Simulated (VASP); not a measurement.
A VASP 6.6.1 single-point calculation on SnSe

INCAR

```
LASPH = .TRUE.
NSW = 0
IBRION = -1
LREAL = .FALSE.
NBANDS = 17
PREC = Accurate
GGA = PE
EDIFF = 1E-7
SIGMA = 0.1
ISMEAR = -4
ISPIN = 2
LCHARG = .FALSE.
NELM = 120
ISIF = 2
MAGMOM = -2 -2
ENCUT = 520
ISYM = 0
LWAVE = .FALSE.
```

KPOINTS

```
KPOINTS created by Atomic Simulation Environment
0
Gamma
4 4 4
0 0 0
```

POSCAR

```
Sn Se
 1.0000000000000000
     0.0000000000000000    2.9508617510000001    2.9508617510000001
     2.9508617510000001    0.0000000000000000    2.9508617510000001
     2.9508617510000001    2.9508617510000001    0.0000000000000000
 Sn  Se
   1   1
Cartesian
  0.0000000000000000  0.0000000000000000  0.0000000000000000
  2.9508617510000001  2.9508617510000001  2.9508617510000001
```

The recommended PBE PAW datasets give the neutral cell 20 valence electrons.

Command

```
mpirun -np 1 vasp_std
```

OSZICAR

```
N       E                     dE             d eps       ncg     rms          rms(c)
DAV:   1     0.135622405484E+03    0.13562E+03   -0.96205E+03  2527   0.147E+03
DAV:   2     0.568128033653E+01   -0.12994E+03   -0.12625E+03  2673   0.356E+02
DAV:   3    -0.674825822963E+01   -0.12430E+02   -0.12349E+02  2907   0.945E+01
DAV:   4    -0.706676830294E+01   -0.31851E+00   -0.31830E+00  3088   0.159E+01
DAV:   5    -0.707568433975E+01   -0.89160E-02   -0.89156E-02  3546   0.258E+00    0.118E+01
DAV:   6    -0.818152200210E+01   -0.11058E+01   -0.63953E-01  3016   0.544E+00    0.463E+00
DAV:   7    -0.824381828465E+01   -0.62296E-01   -0.10788E-01  2682   0.261E+00    0.165E+00
DAV:   8    -0.824343607761E+01    0.38221E-03   -0.11881E-02  3214   0.747E-01    0.778E-01
DAV:   9    -0.824283222104E+01    0.60386E-03   -0.19022E-03  3085   0.308E-01    0.286E-01
DAV:  10    -0.824253101705E+01    0.30120E-03   -0.42470E-04  3029   0.189E-01    0.600E-02
DAV:  11    -0.824258507469E+01   -0.54058E-04   -0.59791E-05  3030   0.848E-02    0.326E-02
DAV:  12    -0.824260082770E+01   -0.15753E-04   -0.18302E-05  2914   0.338E-02    0.182E-02
DAV:  13    -0.824260320086E+01   -0.23732E-05   -0.25762E-06  3081   0.107E-02    0.337E-03
DAV:  14    -0.824260320487E+01   -0.40150E-08   -0.68460E-07  3000   0.771E-03
   1 F= -.82426032E+01 E0= -.82426032E+01  d E =0.000000E+00  mag=    -0.0000
```

It converged. Results: pressure 2.9 GPa; magnetic moment of the cell 0.00 μB.

These settings aren't sound, so the numbers aren't properties of the crystal.

On sound settings PBE gives a gap of 0.75 eV on its mesh and a pressure of 4.5 GPa for the intended cell.

The run took about 54 s on one core of a shared host (Intel Xeon Platinum 8488C) and held 0.22 GiB at most.
